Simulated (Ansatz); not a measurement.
**BeS: relaxation of cell and atoms with PBEsol**

Crystal: BeS.

```xyz
2
Lattice="0.0000 2.4250 2.4250 2.4250 0.0000 2.4250 2.4250 2.4250 0.0000" Properties=species:S:1:pos:R:3 pbc="T T T"
S     3.6375    3.6375    3.6375
Be    0.0000    0.0000    0.0000
```

```
Program             : Ansatz 0.2.0
Task                : relaxation of cell and atoms
Functional          : PBEsol
Potentials or basis : all-electron LAPW, scalar-relativistic
Basis error allowed : 0.001 eV/atom
k mesh              : 9 × 9 × 9
Occupations         : fermi-dirac, width 0.05 eV
Spin                : no spin polarisation
```

The relaxed volume is 14.15 Å³/atom and the relaxed cell is a = 3.420 Å, b = 3.420 Å, c = 3.420 Å, α = 60.00°, β = 60.00°, γ = 60.00°. The space group after relaxing (to 0.05 Å) is F-43m (No. 216) and the energy gained by relaxing is 0.3 meV/atom. The ionic steps are 4, the pressure after relaxing is 0.0 GPa and the band gap on the k mesh is 3.01 eV.

Step by step:
```csv
step,energy change (eV),largest force (eV/Å),volume (Å³)
1,0.0000,0.0000,28.52
2,-0.0004,0.0000,28.39
3,-0.0005,0.0000,28.30
4,-0.0005,0.0000,28.30
```

Final structure:
```
S Be
1.0
     0.00000    2.41861    2.41861
     2.41861    0.00000    2.41861
     2.41861    2.41861    0.00000
S Be
1 1
Direct
  0.75000 0.75000 0.75000
  0.00000 0.00000 0.00000
```

Wall time 6.6 s on 1 thread of Intel(R) Xeon(R) Platinum 8488C (Sapphire Rapids), on a shared host, peak memory 0.26 GiB.

Caveat: an odd mesh through Γ misses points on the zone boundary, where band edges often lie.
